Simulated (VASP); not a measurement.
# W (Im-3m) in VASP: elastic constants with PBE

Aim: the elastic constants of W with PBE.

Everything below comes from runs of VASP 6.6.1. Logs are shortened: lines on timing, memory, paths and dates and some standing lists are left out, and cuts for length are marked.

## Step 1: Starting point

It takes space group Im-3m (No. 229, cubic). Conventional cell: a = 3.186 Å, b = 3.186 Å, c = 3.186 Å, α = 90.00°, β = 90.00°, γ = 90.00°. W (site symmetry m-3m) is surrounded by 8 W at 2.76 Å.

The cell was built by a generator and needn't be a form met in nature.

## Step 2: Elastic constants, PBE

Contents of POSCAR:

```
W
1.0
   -1.5932141534      1.5932141534      1.5932141534
    1.5932141534     -1.5932141534      1.5932141534
    1.5932141534      1.5932141534     -1.5932141534
  W
     1
Direct
     0.0000000000000000    0.0000000000000000    0.0000000000000000
```

Contents of INCAR.step1:

```
SYSTEM = W
ALGO = Fast ; EDIFF = 1E-8
EDIFFG = -0.002 ; ENCUT = 600
GGA = PE ; IBRION = 2
ISIF = 3 ; ISMEAR = 1
KPAR = 4 ; LASPH = .TRUE.
LCHARG = .FALSE. ; LREAL = .FALSE.
LWAVE = .FALSE. ; NELM = 60
NSW = 40 ; PREC = Accurate
SIGMA = 0.2
```

Contents of INCAR.step2:

```
SYSTEM = W
ALGO = Fast ; EDIFF = 1E-8
ENCUT = 600 ; GGA = PE
IBRION = 6 ; ISIF = 3
ISMEAR = 1 ; KPAR = 4
LASPH = .TRUE. ; LCHARG = .FALSE.
LREAL = .FALSE. ; LWAVE = .FALSE.
NELM = 60 ; NFREE = 2
NSW = 1 ; POTIM = 0.015
PREC = Accurate ; SIGMA = 0.2
```

Contents of KPOINTS:

```
k-points
0
G
  12 12 12
  0 0 0
```

Potentials or basis: VASP PAW PBE potentials, release 64 (W_sv).

On the command line:

```sh
cat potpaw_PBE.64/W_sv/POTCAR > POTCAR
cp INCAR.step1 INCAR
mpirun -np 4 vasp_std > vasp.out
cp CONTCAR POSCAR
cp INCAR.step2 INCAR
mpirun -np 4 vasp_std > vasp.out
```

OUTCAR:

```text
SYSTEM = W
   EDIFF = 1E-8
   ENCUT = 600
   GGA = PE
   IBRION = 6
   ISIF = 3
   ISMEAR = 1
   LASPH = .TRUE.
   LREAL = .FALSE.
   NELM = 60
   NFREE = 2
   NSW = 1
   POTIM = 0.015
   PREC = Accurate

 ion  position               nearest neighbor table
   1  0.000  0.000  0.000-

  LATTYP: Found a body centered cubic cell.
 ALAT       =     3.1864283068

  Lattice vectors:

 A1 = (  -1.5932141534,   1.5932141534,   1.5932141534)
 A2 = (   1.5932141534,  -1.5932141534,   1.5932141534)
 A3 = (   1.5932141534,   1.5932141534,  -1.5932141534)

Analysis of symmetry for initial positions (statically):
=====================================================================
 Subroutine PRICEL returns:
 Original cell was already a primitive cell.

 Routine SETGRP: Setting up the symmetry group for a
 body centered cubic supercell.

 Subroutine GETGRP returns: Found 48 space group operations
 (whereof 48 operations were pure point group operations)
 out of a pool of 48 trial point group operations.

The static configuration has the point symmetry O_h .

Analysis of symmetry for dynamics (positions and initial velocities):
=====================================================================
 Subroutine PRICEL returns:
 Original cell was already a primitive cell.

 Routine SETGRP: Setting up the symmetry group for a
 body centered cubic supercell.

 Subroutine GETGRP returns: Found 48 space group operations
 (whereof 48 operations were pure point group operations)
 out of a pool of 48 trial point group operations.

The dynamic configuration has the point symmetry O_h .

 Subroutine INISYM returns: Found 48 space group operations
 (whereof 48 operations are pure point group operations),
 and found     1 'primitive' translations

----------------------------------------------------------------------------------------
[... 343 lines left out ...]
      4     -26.6572      2.00000
      5       1.6282      2.00000
      6       9.9531      2.00000
      7       9.9531      2.00000
      8       9.9531      2.00000
      9      13.3619     -0.00000
     10      13.3619     -0.00000
     11      25.6234      0.00000
[... 309 lines left out ...]
 k-point    24 :       0.4167    0.0833    0.0833
  band No.  band energies     occupation
      1     -62.9426      2.00000
      2     -27.7812      2.00000
      3     -27.1047      2.00000
      4     -26.7439      2.00000
      5       5.6531      2.00000
      6       7.6332      2.00000
      7      10.8338      2.06430
      8      13.4853     -0.00000
      9      14.2363     -0.00000
     10      18.3737      0.00000
     11      20.8019      0.00000

 [... further k-points ...]

------------------------ aborting loop because EDIFF is reached ----------------------------------------

  FORCE on cell =-STRESS in cart. coord.  units (eV):
  Direction    XX          YY          ZZ          XY          YZ          ZX
  --------------------------------------------------------------------------------------
  -------------------------------------------------------------------------------------
  Total        0.0018204      0.0018204      0.0018204      0.0000000     -0.0000000      0.0000000
  in kB        0.1802992      0.1802992      0.1802992      0.0000000     -0.0000000      0.0000000
  external PRESSURE =       0.1802992 kB  Pullay stress =       0.0000000 kB
[... 16 lines left out ...]
  FREE ENERGIE OF THE ION-ELECTRON SYSTEM (eV)
  ---------------------------------------------------
  free  energy   TOTEN  =       -12.9556380189 eV

  energy  without entropy=      -12.9550180892  energy(sigma->0) =      -12.95543138

 INTERNAL STRAIN TENSORS FROM STRAINED CELLS
 ============================================

 INTERNAL STRAIN TENSOR FOR ION    1 for displacements in x,y,z  (eV/Angst):
          X           Y           Z          XY          YZ          ZX
  --------------------------------------------------------------------------------
  x     0.00000    -0.00000    -0.00000     0.00000     0.00000     0.00000
  y    -0.00000     0.00000    -0.00000     0.00000     0.00000    -0.00000
  z    -0.00000     0.00000     0.00000    -0.00000     0.00000     0.00000

 INTERNAL STRAIN TENSORS FROM DISPLACED ATOMS
 ============================================

 INTERNAL STRAIN TENSOR FOR ION    1 for displacements in x,y,z  (eV/Angst):
          X           Y           Z          XY          YZ          ZX
  --------------------------------------------------------------------------------
  x     0.00000     0.00000     0.00000     0.00000     0.00000     0.00000
  y     0.00000     0.00000     0.00000     0.00000     0.00000     0.00000
  z     0.00000     0.00000     0.00000     0.00000     0.00000     0.00000

 Eigenvectors and eigenvalues of the dynamical matrix
 ----------------------------------------------------

   1 f  =    0.000000 THz     0.000000 2PiTHz    0.000000 cm-1     0.000000 meV
             X         Y         Z           dx          dy          dz
      0.000000  0.000000  0.000000    -0.936642    0.350289    0.000000

   2 f  =    0.000000 THz     0.000000 2PiTHz    0.000000 cm-1     0.000000 meV
             X         Y         Z           dx          dy          dz
      0.000000  0.000000  0.000000     0.000000    0.000000    1.000000

   3 f  =    0.000000 THz     0.000000 2PiTHz    0.000000 cm-1     0.000000 meV
             X         Y         Z           dx          dy          dz
      0.000000  0.000000  0.000000     0.350289    0.936642    0.000000

--------------------------------------------------------------------------------------------------------

 ELASTIC MODULI CONTR FROM IONIC RELAXATION (kBar)
 Direction    XX          YY          ZZ          XY          YZ          ZX
 --------------------------------------------------------------------------------
 XX           0.0000      0.0000      0.0000      0.0000      0.0000      0.0000
 YY           0.0000      0.0000      0.0000      0.0000      0.0000      0.0000
 ZZ           0.0000      0.0000      0.0000      0.0000      0.0000      0.0000
 XY           0.0000      0.0000      0.0000      0.0000      0.0000      0.0000
 YZ           0.0000      0.0000      0.0000      0.0000      0.0000      0.0000
 ZX           0.0000      0.0000      0.0000      0.0000      0.0000      0.0000
 --------------------------------------------------------------------------------

 TOTAL ELASTIC MODULI (kBar)
 Direction    XX          YY          ZZ          XY          YZ          ZX
 --------------------------------------------------------------------------------
 XX        5173.3025   1967.7842   1967.7842     -0.0000     -0.0000     -0.0000
 YY        1967.7842   5173.3025   1967.7842     -0.0000      0.0000     -0.0000
 ZZ        1967.7842   1967.7842   5173.3025     -0.0000      0.0000     -0.0000
 XY          -0.0000     -0.0000     -0.0000   1199.0066      0.0000      0.0000
 YZ          -0.0000      0.0000      0.0000      0.0000   1199.0066      0.0000
 ZX          -0.0000     -0.0000     -0.0000      0.0000      0.0000   1199.0066
 --------------------------------------------------------------------------------
```

OSZICAR.step1:

```text
N       E                     dE             d eps       ncg     rms          rms(c)
DAV:   1     0.821869600093E+02    0.82187E+02   -0.86353E+03  1600   0.159E+03
DAV:   2    -0.118679800514E+02   -0.94055E+02   -0.91163E+02  1704   0.357E+02
DAV:   3    -0.135848635836E+02   -0.17169E+01   -0.16998E+01  1813   0.460E+01
DAV:   4    -0.135944256411E+02   -0.95621E-02   -0.95613E-02  1707   0.381E+00
DAV:   5    -0.135945046596E+02   -0.79018E-04   -0.79018E-04  1764   0.351E-01    0.202E+01
RMM:   6    -0.130894307687E+02    0.50507E+00   -0.56904E-01  1586   0.800E+00    0.821E+00
RMM:   7    -0.129580314096E+02    0.13140E+00   -0.44521E-01  1590   0.681E+00    0.915E-01
RMM:   8    -0.129555724827E+02    0.24589E-02   -0.16422E-02  1630   0.147E+00    0.196E-01
RMM:   9    -0.129556082819E+02   -0.35799E-04   -0.28910E-03  1591   0.665E-01    0.480E-02
RMM:  10    -0.129556381959E+02   -0.29914E-04   -0.33187E-04  1718   0.260E-01    0.124E-02
RMM:  11    -0.129556361152E+02    0.20807E-05   -0.85188E-05  1610   0.129E-01    0.802E-03
RMM:  12    -0.129556384311E+02   -0.23160E-05   -0.20354E-05  1672   0.637E-02    0.634E-03
RMM:  13    -0.129556381426E+02    0.28855E-06   -0.61097E-06  1600   0.337E-02    0.449E-03
RMM:  14    -0.129556381672E+02   -0.24641E-07   -0.78764E-07  1588   0.125E-02    0.111E-03
RMM:  15    -0.129556382013E+02   -0.34109E-07   -0.15186E-07  1399   0.560E-03    0.110E-03
RMM:  16    -0.129556382089E+02   -0.75734E-08   -0.45440E-08  1390   0.310E-03
   1 F= -.12955638E+02 E0= -.12955432E+02  d E =-.129556E+02
```

Wall time 1.9 min (4 MPI ranks of Intel Xeon Platinum 8488C (Sapphire Rapids), shared host); peak memory 0.28 GiB.

Results:

* Elastic constants C11, C12, C44: 517, 197, 120 GPa
* Voigt bulk modulus: 304 GPa

Elastic tensor in Voigt notation (GPa, in the Cartesian axes of the cell as first typed):
```
517 197 197   0   0   0
197 517 197   0   0   0
197 197 517   0   0   0
  0   0   0 120   0   0
  0   0   0   0 120   0
  0   0   0   0   0 120
```

Clamped-ion elastic tensor (GPa):
```
517 197 197   0   0   0
197 517 197   0   0   0
197 197 517   0   0   0
  0   0   0 120   0   0
  0   0   0   0 120   0
  0   0   0   0   0 120
```
